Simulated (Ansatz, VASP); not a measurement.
**One calculation of Ge, two programs**

```
Ge
1.0
    -1.57559    1.57559    1.83494
     1.57559   -1.57559    1.83494
     1.57559    1.57559   -1.83494
Ge
1
Cartesian
  0.0000 0.0000 1.8349
```

The cell was built by a generator and needn't be a form met in nature.

Alike in both runs: task single point; functional PBE; k mesh 12 × 12 × 12; occupations fermi-dirac, width 0.05 eV; no spin polarisation.

```csv
,VASP,Ansatz
version,VASP 6.6.1,Ansatz 0.2.0
potentials or method,"VASP PAW PBE potentials, release 64 (Ge_d)",Ansatz PAW
plane-wave cutoff (eV),520,420
valence electrons in the cell,14,14
```

Ansatz gave:

| Property | Result |
| --- | --- |
| gap on the k mesh at the Fermi level (eV) | none |
| pressure (GPa) | 4.9 |
| largest component of the traceless stress (GPa) | 0.06 |

Estimate VASP's values.

gap on the k mesh at the Fermi level (eV): none; pressure (GPa): 4.8; largest component of the traceless stress (GPa): 0.06.

A gap of «none» marks a metal or a gap that the smearing closes.
